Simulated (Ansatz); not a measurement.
Write the native input for Ansatz 0.2.0 that does the following.

- Task: single point
- Functional: PBEsol
- Potentials or basis: Ansatz PAW
- Cutoff: 420 eV (not typed: the program's choice for these potentials)
- k mesh: 7 × 7 × 7
- Occupations: fermi-dirac, width 0.05 eV
- Spin: collinear spin, program default start
- Fixed moment: 0 μB

Crystal: Mn3Si.

```
Mn Si
1.0
     0.00000    2.86100    2.86100
     2.86100    0.00000    2.86100
     2.86100    2.86100    0.00000
Mn Si
3 1
Direct
  0.75000 0.75000 0.75000
  0.25000 0.25000 0.25000
  0.50000 0.50000 0.50000
  0.00000 0.00000 0.00000
```

These files were run (other wordings do the same):

input.yaml

```yaml
crystal:
  lattice:
    - [0.0, 2.861, 2.861]
    - [2.861, 0.0, 2.861]
    - [2.861, 2.861, 0.0]
  atoms:
    - { symbol: Mn, position: [0.75, 0.75, 0.75] }
    - { symbol: Mn, position: [0.25, 0.25, 0.25] }
    - { symbol: Mn, position: [0.5, 0.5, 0.5] }
    - { symbol: Si, position: [0.0, 0.0, 0.0] }
hamiltonian:
  xc: pbesol
  pseudopotentials: { kind: paw }
magnetization:
  spin_polarized: true
  initial_magnetization: 0.0
  spin_locking: { lock_magnetization: hard }
kpoints:
  mp_grid: { grid: [7, 7, 7] }
scf:
  occupations: { method: fermi_dirac, width: 0.05 }
  lower_state_search: "off"
output:
  forces: true
  stress: true
  eigenvalues: true
  write_density: true
  write_potential: true
  elf: true
  volumetric_format: npy
```

Potentials or basis: Ansatz PAW.

The run is started by

```console
$ ansatz run input.yaml --threads 2 --pin off --max-ram 5632MiB --backend cpu --events-out ev --progress --plain --runs-dir out
```

It gave:

```json
{"Pressure": "-25.0 GPa", "Net moment": "0.00 μB per cell", "Absolute moment": "0.00 μB per cell"}
```

Caveat: the total moment is fixed, so each spin has its own Fermi level; the PAW data sets come from PBE, with cores solved anew for the run's functional, which leaves a small shift of forces and pressure; the thresholds are loose for stress.

Run time: 1.9 s on 2 threads of AMD EPYC 7R43 64-Core Processor (Zen 3) (shared host), peak memory 0.39 GiB.
